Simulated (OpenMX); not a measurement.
**BP under changes of volume**

One of the cells (11.915 Å³/atom); the others are scaled copies at fixed shape and fractional positions:

```xyz
2
Lattice="0.0000 2.2840 2.2840 2.2840 0.0000 2.2840 2.2840 2.2840 0.0000" Properties=species:S:1:pos:R:3 pbc="T T T"
P     3.4260    3.4260    3.4260
B     0.0000    0.0000    0.0000
```

| Quantity | Value |
| --- | --- |
| Program | OpenMX 3.8.5 |
| Functional | PBE |
| Potentials or basis | OpenMX 2013 PBE set, P7.0-s2p2d1f1, B7.0-s2p2d1, fixed grid of 27 × 27 × 27 points |
| k mesh | 11 × 11 × 11 |
| Occupations | fermi-dirac, width 0.05 eV |
| Spin | no spin polarisation |

| volume (Å³/atom) | energy over the lowest point (meV/atom) | gap on the mesh (eV) |
| --- | --- | --- |
| 10.981 | 27.29 | 1.21 |
| 11.214 | 12.22 | 1.25 |
| 11.448 | ? | ? |
| 11.915 | 0.00 | 1.35 |
| 12.149 | 5.29 | 1.39 |
| 12.383 | 14.55 | 1.42 |

Task: What does the run at 11.448 Å³/atom give?

Result: Energy over the lowest point 3.00 meV/atom; gap on the mesh 1.29 eV.

Worked out: A Birch-Murnaghan fit of order 3 (a polynomial in V^(-2/3)) to the other rows has its minimum at 11.75 Å³/atom with B0 = V·E''(V) = 161 GPa and B' = 4.0. It gives 2.98 meV/atom at 11.448 Å³/atom, against the run's 3.00. A straight line through the other rows of the gap, of slope 1.74 eV per unit of ln V, gives 1.28 eV, against the run's 1.29.

Energies are extrapolated to zero smearing.

Caveats: an odd mesh through Γ misses points on the zone boundary, where band edges often lie; the basis of atomic orbitals isn't converged, which shifts pressures, moduli and gaps.
